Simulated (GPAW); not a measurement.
Here is a GPAW 26.7.0 calculation.

Contents of run.py:

```python
from ase.dft.bandgap import bandgap
from ase.io import read, write
from ase.units import GPa
from gpaw import GPAW, PW, setup_paths

setup_paths.insert(0, '.')

atoms = read('FeO.xyz')
atoms.set_initial_magnetic_moments([3.0, 0.0])

calc = GPAW(mode=PW(800),
            xc='GGA_X_SOGGA+GGA_C_PBE_SOL',
            kpts={'size': (9, 9, 9), 'gamma': True},
            occupations={'name': 'fermi-dirac', 'width': 0.05},
            nbands=17,
            convergence={'density': 1e-05, 'energy': 1e-05},
            maxiter=150,
            txt='gpaw.txt')
atoms.calc = calc
energy = atoms.get_potential_energy()
forces = atoms.get_forces()
stress = atoms.get_stress()
calc.write('gs.gpw')
write('result.traj', atoms)
print(f'Energy: {energy:.6f} eV')
print('Forces (eV/A):')
print(forces.round(4))
print('Stress (GPa):', (stress / GPa).round(3))
print('Moments:', calc.get_magnetic_moments().round(3))
print('Fermi level:', round(calc.get_fermi_level(), 4), 'eV')
print(f'Gap: {bandgap(calc)[0]:.4f} eV, direct: {bandgap(calc, direct=True)[0]:.4f} eV')

path = atoms.cell.bandpath('GXWKGLUWLK,UX', npoints=60, eps=1e-4)
bs_calc = calc.fixed_density(kpts=path, symmetry='off', nbands=26,
                             convergence={'bands': 'CBM+6.0', 'eigenstates': 1e-6}, txt='bands.txt')
bs = bs_calc.band_structure()
bs.write('bs.json')
print(f'Gap on the path: {bandgap(bs_calc)[0]:.4f} eV')
```

FeO.xyz

```xyz
2
Lattice="0.0000000000 2.1554000000 2.1554000000 2.1554000000 0.0000000000 2.1554000000 2.1554000000 2.1554000000 0.0000000000" Properties=species:S:1:pos:R:3 pbc="T T T"
Fe     0.0000000000      0.0000000000      0.0000000000
O      2.1554000000      2.1554000000      2.1554000000
```

Potentials or basis: PAW data sets generated in the run's folder for this functional, pw.

Launch:

```bash
$ gpaw-setup -f GGA_X_SOGGA+GGA_C_PBE_SOL Fe O
$ OMP_NUM_THREADS=1 python run.py
```

**Question.** Estimate the site moments.

**Answer.** Fe +3.54; O +0.24 μB.

**Question.** Predict the pressure.

**Answer.** -7.4 GPa.

**Question.** Estimate the net moment.

**Answer.** 4.00 μB per cell.

Levels at the corners of the path, in eV from the Fermi level:
Spin up:
| point | band 7 | band 8 | band 9 | band 10 |
| --- | --- | --- | --- | --- |
| Γ | -3.85 | -3.63 | -3.63 | -0.11 |
| X | -2.73 | -2.73 | -2.72 | 5.04 |
| W | -2.84 | -2.73 | -1.69 | 7.24 |
| K | -2.59 | -2.41 | -1.67 | 6.55 |
| Γ | -3.85 | -3.63 | -3.63 | -0.11 |
| L | -2.46 | -0.30 | -0.30 | 3.81 |
| U | -2.59 | -2.41 | -1.67 | 6.55 |
| W | -2.84 | -2.73 | -1.69 | 7.24 |
| L | -2.46 | -0.30 | -0.30 | 3.81 |
| K | -2.59 | -2.41 | -1.67 | 6.55 |
| U | -2.59 | -2.41 | -1.67 | 6.55 |
| X | -2.73 | -2.73 | -2.72 | 5.04 |
Spin down:
```csv
point,band 2,band 3,band 4,band 5,band 6,band 7,band 8,band 9
Γ,-3.34,-3.34,-3.34,-0.72,-0.72,-0.72,0.15,0.15
X,-7.06,-4.54,-4.54,-2.16,0.71,0.82,0.82,1.14
W,-6.25,-6.25,-5.64,-0.02,-0.02,0.82,1.05,1.80
K,-6.67,-6.25,-4.95,-0.81,0.63,0.73,1.29,1.75
Γ,-3.34,-3.34,-3.34,-0.72,-0.72,-0.72,0.15,0.15
L,-8.15,-5.24,-5.24,0.45,0.45,0.65,2.80,2.80
U,-6.67,-6.25,-4.95,-0.81,0.63,0.73,1.29,1.75
W,-6.25,-6.25,-5.64,-0.02,-0.02,0.82,1.05,1.80
L,-8.15,-5.24,-5.24,0.45,0.45,0.65,2.80,2.80
K,-6.67,-6.25,-4.95,-0.81,0.63,0.73,1.29,1.75
U,-6.67,-6.25,-4.95,-0.81,0.63,0.73,1.29,1.75
X,-7.06,-4.54,-4.54,-2.16,0.71,0.82,0.82,1.14
```

Caveat: a cell with one magnetic atom can't hold antiferromagnetic order, which such compounds often take; semilocal functionals often make such compounds metallic where correlation or magnetic order opens a gap, which also shifts bond lengths.

**Experimental background.**

From “W\"ustite: Electric, thermodynamic and optical properties of FeO”, 2012, arxiv:1203.1201, for a bulk crystal of FeO: band gap 2.4 eV (optical).

A measured gap of FeO is 2.4 eV (optical; quoted in “W\"ustite: Electric, thermodynamic and optical properties of FeO”, 2012, arxiv:1203.1201); the calculated 0.00 eV misses it by -2.40 eV. So large a miss can be the level of theory's own, or it may mean another phase, state or a wrong row. The value is that of SOGGA, without temperature or zero-point motion. The run's magnetic order (collinear spin, ferromagnetic start) needn't be the measured crystal's.
